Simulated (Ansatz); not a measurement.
# C: the cost of one run

Program: Ansatz 0.2.0. Level of theory: DFT r2SCAN, scalar-relativistic, plane waves, PAW. These are calculated values, not measurements.

1 further run of the same task is left out (set aside as unsound or not needed). Runs told in other sessions of the task aren't counted.

### 1 The structure to begin with

The structure is orthorhombic, space group Cmmm (No. 65). The conventional cell has a = 4.241 Å, b = 8.739 Å, c = 2.505 Å, α = 90.00°, β = 90.00°, γ = 90.00°. C (site symmetry m) is surrounded by 4 C at 1.53 to 1.57 Å. Around C (site symmetry m) lie 4 C at 1.53 to 1.56 Å.

Coordinates:

```
C
1.0
     2.12060   -4.36946    0.00000
     2.12060    4.36946    0.00000
     0.00000    0.00000    2.50471
C
8
Direct
  0.64817 0.98134 0.00000
  0.35183 0.01866 0.00000
  0.01866 0.35183 0.00000
  0.98134 0.64817 0.00000
  0.40474 0.22633 0.50000
  0.59526 0.77367 0.50000
  0.77367 0.59526 0.50000
  0.22633 0.40474 0.50000
```

It goes back to an entry of the Materials Project, which need not be the stable form.

It is the result of an earlier relaxation at this level (volume 5.80 Å³/atom; gap on the mesh: 3.56 eV).

### 2 The reference cell

The reference gives a free energy of -2011.3147 eV, pressure 0.00 GPa, largest force 0.000 eV/Å and gap on the mesh 3.56 eV. It was computed beforehand with the settings of the runs below.

### 3 The scan: moving one atom along a line

Atom 5 (C) is moved by x along the Cartesian unit vector (-0.362, -0.443, -0.820); the cell and all other atoms stay fixed. Forces below are components along that vector, summed over the moved atoms. In a periodic cell its images move with it.

### 4 x = -0.450 Å

The input, input.yaml:

```yaml
crystal:
  lattice:
    - [2.1205985457, -4.3694582406, 0.0]
    - [2.1205985457, 4.3694582406, 0.0]
    - [0.0, 0.0, 2.5047085935]
  atoms:
    - { symbol: C, position: [0.6481731446, 0.9813388589, 0.0] }
    - { symbol: C, position: [0.3518268554, 0.0186611411, 0.0] }
    - { symbol: C, position: [0.0186611411, 0.3518268554, 0.0] }
    - { symbol: C, position: [0.9813388589, 0.6481731446, 0.0] }
    - { symbol: C, position: [0.4203297916, 0.2875357563, 0.6473711467] }
    - { symbol: C, position: [0.5952645955, 0.7736723475, 0.5] }
    - { symbol: C, position: [0.7736723475, 0.5952645955, 0.5] }
    - { symbol: C, position: [0.2263276525, 0.4047354045, 0.5] }
basis:
  ecutwfc: 500
kpoints:
  mp_grid: { grid: [6, 6, 10] }
hamiltonian:
  xc: r2scan
scf:
  occupations: { method: gaussian, width: 0.05 }
output:
  forces: true
  stress: true
  eigenvalues: true
  write_density: true
  write_potential: true
  elf: true
  volumetric_format: npy
```

Started as:

```
ansatz run input.yaml --threads 2 --pin off --max-ram 5120MiB --backend cpu --events-out ev --progress --plain --runs-dir out
```

What time and memory should one allow on 2 threads of Intel Xeon 6975P-C (Granite Rapids), shared host?

About 15 s, with a peak of 0.64 GiB.
